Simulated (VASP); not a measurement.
# Nb in VASP: relaxation of the atoms with PBE

Aim: the relaxation of the atoms of Nb with PBE.

All numbers are computed with VASP 6.6.1; they aren't measurements. Logs are shortened: lines on timing, memory, paths and dates and some standing lists are left out, and cuts for length are marked.

## (1) The structure

The cell holds a slab with vacuum, 3 atoms: a = 2.866 Å, b = 2.866 Å, c = 24.187 Å, α = 90.00°, β = 90.00°, γ = 109.47°.

The cell was built by a generator and needn't be a form met in nature.

## (2) Relaxation of the atoms, PBE

INCAR

```
SYSTEM = Nb
  PREC = Accurate
  ENCUT = 520
  EDIFF = 1E-6
  ISMEAR = 1
  SIGMA = 0.1
  LREAL = .False.
  LASPH = .True.
  NELM = 120
  ALGO = Normal
  ISIF = 2
  LWAVE = .False.
  LCHARG = .False.
  LDIPOL = .True.
  IDIPOL = 3
  DIPOL = 0.5 0.5 0.500
  GGA = PE
  IBRION = 2
  NSW = 90
  EDIFFG = -0.02
  KPAR = 2
```

KPOINTS

```
regular mesh
0
Gamma
  12 12 1
  0 0 0
```

POSCAR

```
Nb
1.0
    2.8655568500      0.0000000000      0.0000000000
   -0.9551856200      2.7016728600      0.0000000000
    0.0000000000      0.0000000000     24.1867782300
Nb
3
Selective dynamics
Direct
    0.0000000000      0.0000000000      0.4032641600  F F F
    0.5000000000      0.5000000000      0.4999979100  T T T
    0.0000000000      0.0000000000      0.5967358400  T T T
```

Potentials or basis: VASP PAW PBE potentials, release 64 (Nb_sv).

Started as:

```
cat potpaw_PBE.64/Nb_sv/POTCAR > POTCAR
mpirun -np 2 vasp_std > vasp.out
```

OUTCAR:

```text
SYSTEM = Nb
   PREC = Accurate
   ENCUT = 520
   EDIFF = 1E-6
   ISMEAR = 1
   LREAL = .False.
   LASPH = .True.
   NELM = 120
   ISIF = 2
   GGA = PE
   IBRION = 2
   NSW = 90
   EDIFFG = -0.02

 ion  position               nearest neighbor table
   1  0.000  0.000  0.403-   2 2.87   2 2.87
   2  0.500  0.500  0.500-   1 2.87   1 2.87   3 2.87   3 2.87
   3  0.000  0.000  0.597-   2 2.87   2 2.87

  LATTYP: Found a base centered orthorhombic cell.
 ALAT       =     3.3088599969
 B/A-ratio  =     1.4142135723
 C/A-ratio  =     7.3097013028

  Lattice vectors:

 A1 = (   2.8655568500,   0.0000000000,   0.0000000000)
 A2 = (  -0.9551856200,   2.7016728600,   0.0000000000)
 A3 = (   0.0000000000,   0.0000000000,  24.1867782300)

Analysis of symmetry for initial positions (statically):
=====================================================================
 Subroutine PRICEL returns:
 Original cell was already a primitive cell.

 Routine SETGRP: Setting up the symmetry group for a
 base centered orthorhombic supercell.

 Subroutine GETGRP returns: Found  8 space group operations
 (whereof  8 operations were pure point group operations)
 out of a pool of  8 trial point group operations.

The static configuration has the point symmetry D_2h.

Analysis of symmetry for dynamics (positions and initial velocities):
=====================================================================
 Subroutine PRICEL returns:
 Original cell was already a primitive cell.

 Routine SETGRP: Setting up the symmetry group for a
 base centered orthorhombic supercell.

 Subroutine GETGRP returns: Found  8 space group operations
 (whereof  8 operations were pure point group operations)
 out of a pool of  8 trial point group operations.

The dynamic configuration has the point symmetry D_2h.

Analysis of constrained symmetry for selective dynamics:
=====================================================================
 Subroutine PRICEL returns:
 Original cell was already a primitive cell.

 Routine SETGRP: Setting up the symmetry group for a
 base centered orthorhombic supercell.

 Subroutine GETGRP returns: Found  4 space group operations
 (whereof  4 operations were pure point group operations)
 out of a pool of  8 trial point group operations.

The constrained configuration has the point symmetry C_2v.

 Subroutine INISYM returns: Found  4 space group operations
 (whereof  4 operations are pure point group operations),
 and found     1 'primitive' translations

----------------------------------------------------------------------------------------

                                     Primitive cell

  volume of cell :     187.2491

  direct lattice vectors                    reciprocal lattice vectors
     2.865556850  0.000000000  0.000000000     0.348972312  0.123380347  0.000000000
    -0.955185620  2.701672860  0.000000000     0.000000000  0.370141039  0.000000000
     0.000000000  0.000000000 24.186778230     0.000000000  0.000000000  0.041344903

  length of vectors
     2.865556850  2.865556806 24.186778230     0.370141034  0.370141039  0.041344903

  position of ions in fractional coordinates (direct lattice)
     0.000000000  0.000000000  0.403264160
     0.500000000  0.500000000  0.499997910
     0.000000000  0.000000000  0.596735840

  ion indices of the primitive-cell ions
   primitive index   ion index
                 1           1
                 2           2
                 3           3

----------------------------------------------------------------------------------------

 KPOINTS: regular mesh

Automatic generation of k-mesh.
 Grid dimensions read from file:
 generate k-points for:   12   12    1

 Generating k-lattice:

  Cartesian coordinates                     Fractional coordinates (reciprocal lattice)
     0.029081026  0.010281696  0.000000000     0.083333333  0.000000000  0.000000000
     0.000000000  0.030845087  0.000000000     0.000000000  0.083333333  0.000000000
     0.000000000  0.000000000  0.041344903     0.000000000  0.000000000  1.000000000

  Length of vectors
     0.030845086  0.030845087  0.041344903

  Shift w.r.t. Gamma in fractional coordinates (k-lattice)
     0.000000000  0.000000000  0.000000000

 Subroutine IBZKPT returns following result:
 ===========================================

 Found     43 irreducible k-points:

 Following reciprocal coordinates:
            Coordinates               Weight
  0.000000  0.000000  0.000000      1.000000
  0.083333  0.000000  0.000000      4.000000
  0.166667 -0.000000  0.000000      4.000000
  0.250000  0.000000  0.000000      4.000000
  0.333333  0.000000  0.000000      4.000000
  0.416667  0.000000  0.000000      4.000000
[... 16 lines left out ...]
  0.500000  0.166667  0.000000      4.000000
 -0.416667  0.166667  0.000000      4.000000
 [... further k-points ...]
   k-points           NKPTS =     43   k-points in BZ     NKDIM =     43   number of bands    NBANDS=     23
   number of dos      NEDOS =    301   number of ions     NIONS =      3
   total plane-waves  NPLWV = 103680
   dimension x,y,z NGX =    24 NGY =   24 NGZ =  180
   dimension x,y,z NGXF=    48 NGYF=   48 NGZF=  360
   ions per type =               3
   NGX,Y,Z   is equivalent  to a cutoff of  13.92, 13.92, 12.37 a.u.
   NGXF,Y,Z  is equivalent  to a cutoff of  27.85, 27.85, 24.74 a.u.
 SYSTEM =  Nb
   PREC   = accura    normal or accurate (medium, high low for compatibility)
   ISTART =      0    job   : 0-new  1-cont  2-samecut
   ICHARG =      2    charge: 1-file 2-atom 10-const
   ISPIN  =      1    spin polarized calculation?
   LNONCOLLINEAR =      F non collinear calculations
   LSORBIT =      F    spin-orbit coupling
   LASPH  =      T    aspherical Exc in radial PAW
   ENCUT  =  520.0 eV  38.22 Ry    6.18 a.u.   5.33  5.33 44.97*2*pi/ulx,y,z
   NELM   =    120;   NELMIN=  2; NELMDL= -5     # of ELM steps
   EDIFF  = 0.1E-05   stopping-criterion for ELM
   LREAL  =      F    real-space projection
   EDIFFG = -.2E-01   stopping-criterion for IOM
   NSW    =     90    number of steps for IOM
   IBRION =      2    ionic relax: 0-MD 1-quasi-New 2-CG
   NFREE  =      1    steps in history (QN), initial steepest desc. (CG)
   ISIF   =      2    stress and relaxation
   ISYM   =      2    0-nonsym 1-usesym 2-fastsym
   POTIM  = 0.5000    time-step for ionic-motion
   TEBEG  =    0.0;   TEEND  =   0.0 temperature during run
   PSTRESS=    0.0 pullay stress
   NELECT =      39.0000    total number of electrons
   NUPDOWN=      -1.0000    fix difference up-down
   EMIN   =  10.00;   EMAX   =-10.00  energy-range for DOS
   EFERMI =   0.00;   METHOD = LEGACY
   ISMEAR =     1;   SIGMA  =   0.10  broadening in eV -4-tet -1-fermi 0-gaus
   EFERMI_NEDOS =   21; number of points for ismear=-14 and -15
   IALGO  =     38    algorithm
   IMIX   =      4    mixing-type and parameters
     AMIX     =   0.40;   BMIX     =  1.00
     AMIX_MAG =   1.60;   BMIX_MAG =  1.00
  volume/ion in A,a.u.               =      62.42       421.21
  Fermi-wavevector in a.u.,A,eV,Ry     =   0.970413  1.833814 12.812615  0.941701
  Thomas-Fermi vector in A             =   2.100546
   LORBIT       =      0    0 simple, 1 ext, 2 COOP (PROOUT), +10 PAW based schemes
   GGA     = PE    functional components
   LHFCALC =     F    Hartree Fock is set to
   AEXX    =    0.0000 exact exchange contribution
   IVDW    =     0    specifies the selected vdW correction
   LEPSILON=     F    determine dielectric tensor
   LRPA    =     F    only Hartree local field effects (RPA)
 conjugate gradient relaxation of ions
 non-spin polarized calculation
 Methfessel and Paxton  Order N= 1 SIGMA  =   0.10
  energy-cutoff  :      520.00
  volume of cell :      187.25
 maximum number of plane-waves:      5078
 NGX is ok and might be reduce to    24
   NGX = 11   NGY = 11   NGZ = 89

--------------------------------------- Ionic step        1  -------------------------------------------

 number of electron      38.9999999 magnetization

 Free energy of the ion-electron system (eV)
  ---------------------------------------------------
  ext. energy  EPLUGINS =         0.00000000
  ---------------------------------------------------
  free energy    TOTEN  =       -28.59787794 eV

  energy without entropy =      -28.60009716  energy(sigma->0) =      -28.59861768

------------------------ aborting loop because EDIFF is reached ----------------------------------------

 vacuum level on the upper side and lower side of the slab       (xc-potential included)        -0.008        -0.008

  FORCE on cell =-STRESS in cart. coord.  units (eV):
  Direction    XX          YY          ZZ          XY          YZ          ZX
  --------------------------------------------------------------------------------------
  -------------------------------------------------------------------------------------
  Total       -4.7232359     -4.0609384     -1.8415739      0.9366299      0.0000000      0.0000000
  in kB      -40.4138670    -34.7469887    -15.7572321      8.0141743      0.0000000      0.0000000
  external PRESSURE =     -30.3060293 kB  Pullay stress =       0.0000000 kB
[... 166 lines left out ...]
  FREE ENERGIE OF THE ION-ELECTRON SYSTEM (eV)
  ---------------------------------------------------
  free  energy   TOTEN  =       -28.6203956326 eV

  energy  without entropy=      -28.6209765251  energy(sigma->0) =      -28.62058926

 dipolmoment           0.000000      0.000000      0.002112 electrons x Angstroem

--------------------------------------- Ionic step        6  -------------------------------------------

 number of electron      38.9999999 magnetization

 dipolmoment           0.000000      0.000000     -0.001142 electrons x Angstroem

 Free energy of the ion-electron system (eV)
  ---------------------------------------------------
  ext. energy  EPLUGINS =         0.00000000
  ---------------------------------------------------
  free energy    TOTEN  =       -28.62448916 eV

  energy without entropy =      -28.62425440  energy(sigma->0) =      -28.62441091

 E-fermi :   0.1668     XC(G=0):  -4.4731

 val. band max:        0.1651190578   @ k =   0.3333   0.1667   0.0000
 cond. band min:       0.1698686347   @ k =   0.5000   0.2500   0.0000
 fundamental gap:      0.0047495769
 Fermi energy:         0.1667589564

 k-point     1 :       0.0000    0.0000    0.0000
  band No.  band energies     occupation
      1     -54.5346      2.00000
      2     -54.4994      2.00000
      3     -54.1986      2.00000
      4     -31.0567      2.00000
      5     -30.6499      2.00000
      6     -30.1903      2.00000
[... 613 lines left out ...]
     22       1.6272     -0.00000
     23       1.9119     -0.00000

 [... further k-points ...]

------------------------ aborting loop because EDIFF is reached ----------------------------------------

 vacuum level on the upper side and lower side of the slab       (xc-potential included)        -0.023         0.003

  FORCE on cell =-STRESS in cart. coord.  units (eV):
  Direction    XX          YY          ZZ          XY          YZ          ZX
  --------------------------------------------------------------------------------------
  -------------------------------------------------------------------------------------
  Total       -3.6615509     -3.1538267      0.0088178      0.7180304      0.0000000      0.0000000
  in kB      -31.3296722    -26.9853835      0.0754489      6.1437506      0.0000000      0.0000000
  external PRESSURE =     -19.4132023 kB  Pullay stress =       0.0000000 kB
[... 18 lines left out ...]
  FREE ENERGIE OF THE ION-ELECTRON SYSTEM (eV)
  ---------------------------------------------------
  free  energy   TOTEN  =       -28.6244891634 eV

  energy  without entropy=      -28.6242544003  energy(sigma->0) =      -28.62441091

 reached required accuracy - stopping structural energy minimisation

 vacuum level on the upper side and lower side of the slab         4.717         4.740
```

Wall time 3.9 min (2 MPI ranks of Intel Xeon 6975P-C (Granite Rapids), shared host); peak memory 0.39 GiB.

What came out:

```
Free energy               : -28.6245 eV
Energy gained by relaxing : 8.9 meV/atom
Ionic steps               : 6
Band gap on the k mesh    : none (metal or under the smearing width)
```

Step by step:
| step | energy change (eV) | largest force (eV/Å) | pressure (GPa) |
| --- | --- | --- | --- |
| 1 | 0.0000 | 0.3855 | -3.03 |
| 2 | -0.0065 | 0.3663 | -2.89 |
| 3 | -0.0164 | 0.3024 | -2.44 |
| 4 | -0.0166 | 0.3007 | -2.37 |
| 5 | -0.0225 | 0.1956 | -2.23 |
| 6 | -0.0266 | 0.0139 | -1.94 |

Final structure:
```
Nb
1.0
     2.86556    0.00000    0.00000
    -0.95519    2.70167    0.00000
     0.00000    0.00000   24.18678
Nb
3
Direct
  0.00000 0.00000 0.40326
  0.50000 0.50000 0.49712
  0.00000 0.00000 0.59107
```

Levels at points of the mesh, in eV from the Fermi level:
```tsv
k point	band 16	band 17	band 18	band 19	band 20	band 21	band 22	band 23
(0.00, 0.00, 0.00)	-1.69	-1.02	-0.54	-0.19	-0.07	0.33	0.62	1.58
(0.50, 0.00, 0.00)	-1.64	-1.61	-1.48	0.01	0.80	2.15	2.41	2.73
(0.50, 0.50, 0.00)	-2.88	-1.65	-1.30	0.83	1.12	1.74	2.47	3.10
```
